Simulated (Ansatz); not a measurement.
Geometry optimisation, DFT PBE, scalar-relativistic, plane waves, PAW in Ansatz 0.2.0.

Input file:

```yaml
accuracy: low
crystal:
  lattice:
    - [0.0, 5.43, 5.43]
    - [5.43, 0.0, 5.43]
    - [5.43, 5.43, 0.0]
  atoms:
    - { symbol: Si, position: [0.0, 0.0, 0.0] }
    - { symbol: Si, position: [0.125, 0.125, 0.125] }
    - { symbol: Si, position: [0.0, 0.0, 0.5] }
    - { symbol: Si, position: [0.125, 0.125, 0.625] }
    - { symbol: Si, position: [0.0, 0.5, 0.0] }
    - { symbol: Si, position: [0.125, 0.625, 0.125] }
    - { symbol: Si, position: [0.0, 0.5, 0.5] }
    - { symbol: Si, position: [0.125, 0.625, 0.625] }
    - { symbol: Si, position: [0.5, 0.0, 0.0] }
    - { symbol: Si, position: [0.625, 0.125, 0.125] }
    - { symbol: Si, position: [0.5, 0.0, 0.5] }
    - { symbol: Si, position: [0.625, 0.125, 0.625] }
    - { symbol: Si, position: [0.5, 0.5, 0.0] }
    - { symbol: Si, position: [0.625, 0.625, 0.125] }
    - { symbol: Si, position: [0.5, 0.5, 0.5] }
    - { symbol: Si, position: [0.625, 0.625, 0.625] }
    - { symbol: Ti, position: [0.8133427, 0.3053068, 0.0722854] }
basis:
  ecutwfc: 420.0
kpoints:
  mp_grid: { grid: [2, 2, 2] }
hamiltonian:
  xc: pbe
  pseudopotentials: { kind: paw, azcp: { folder: soft_1 } }
scf:
  occupations: { method: fermi_dirac, width: 0.02 }
  lower_state_search: "off"
relax:
  f_tol: 0.08
  max_steps: 25
  adjacent_minimum: "off"
```

Run as:

```bash
$ ansatz run input.yaml --threads 1 --pin off --max-ram 3072MiB --backend cpu --events-out ev --progress --plain --runs-dir out
```

Task: Where does it end, and by what steps?

Result: It converged. The threshold is loose, so the end isn't yet a minimum. The force dipped under the threshold on the way, but the program's further checks kept it going. Limits of this set-up: coarse k mesh, a small cell, in which the defect meets its images, low accuracy level. After 10 steps the energy has fallen by 3.240 eV; Ti17 moved furthest, 1.04 Å.

| step | energy less start (eV) | largest force component (eV/Å) | accepted |
| --- | --- | --- | --- |
| 0 | 0.0000 | 3.495 | yes |
| 1 | -1.2527 | 1.264 | yes |
| 2 | -1.5065 | 0.213 | yes |
| 3 | -1.5650 | 0.435 | yes |
| 4 | -1.8454 | 1.021 | yes |
| 5 | -2.2108 | 0.948 | yes |
| 6 | -2.5859 | 0.664 | yes |
| 7 | -2.9901 | 0.530 | yes |
| 8 | -3.2211 | 0.262 | yes |
| 9 | -3.2403 | 0.060 | yes |
| 10 | -3.2403 | 0.060 | yes |

```xyz
17
Lattice="0.0000 5.4300 5.4300 5.4300 0.0000 5.4300 5.4300 5.4300 0.0000" Properties=species:S:1:pos:R:3
Si -0.079 -0.031 0.032
Si 1.274 1.365 1.440
Si 2.671 2.718 0.042
Si 4.048 4.025 1.406
Si 2.682 -0.032 2.792
Si 4.056 1.344 4.088
Si 5.398 2.687 2.745
Si 6.738 4.025 4.095
Si -0.049 2.667 2.764
Si 1.273 3.992 4.065
Si 2.671 5.389 2.713
Si 4.068 6.785 4.076
Si 2.681 2.641 5.463
Si 4.080 3.991 6.871
Si 5.431 5.389 5.473
Si 6.737 6.767 6.836
Ti 2.671 5.388 5.473
```

Run time: 73 s on 1 thread of Arm Neoverse V2 (shared host), peak memory 0.55 GiB.
